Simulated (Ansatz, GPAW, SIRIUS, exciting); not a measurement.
## Hf: programs and potentials compared

```xyz
1
Lattice="-0.0435 2.2075 2.2134 2.1628 -0.0427 2.2126 2.1720 2.2159 -0.0519" Properties=species:S:1:pos:R:3 pbc="T T T"
Hf   -0.0318   -0.0028   -0.0204
```

This isn't the form of Hf at room conditions, which is hcp.

The given cell was strained at random by a few per cent at fixed volume.

Alike in all runs: task single point; functional PBEsol; k mesh 10 × 10 × 10; occupations fermi-dirac, width 0.05 eV; no spin polarisation; no spin-orbit coupling. Pressure is positive in compression and, in plane waves, holds the error of the finite cutoff, which Ansatz's Pulay term estimates and takes out.

```tsv
program and potentials	plane-wave cutoff (eV)	notes	band gap (eV)	pressure (GPa)	energy over the undisturbed cell (meV/atom)
Ansatz, Ansatz PAW	420	potentials made for PBE, which Ansatz adapts in part; 26 valence electrons an atom on average; Pulay term of +0.04 GPa included	no gap	-1.60	8.49
exciting, all-electron LAPW+lo, shipped species files, valence relativity iora*	-	-	no gap	-	8.02
Ansatz, all-electron LAPW, scalar-relativistic	-	-	no gap	-1.57	-
SIRIUS, PseudoDojo 0.4.1 PBEsol standard (scalar relativistic)	807	12 valence electrons an atom on average	?	?	?
GPAW, PAW data sets generated for this functional	600	12 valence electrons an atom on average	no gap	-1.12	8.52
```

Task: Estimate from the other rows what the run with SIRIUS, PseudoDojo 0.4.1 PBEsol standard (scalar relativistic) gave.

Result: No band gap; pressure -1.21 GPa; energy over the undisturbed cell 8.53 meV/atom. The other rows, which needn't bracket it: pressure -1.60 to -1.12; energy over the undisturbed cell 8.02 to 8.52.
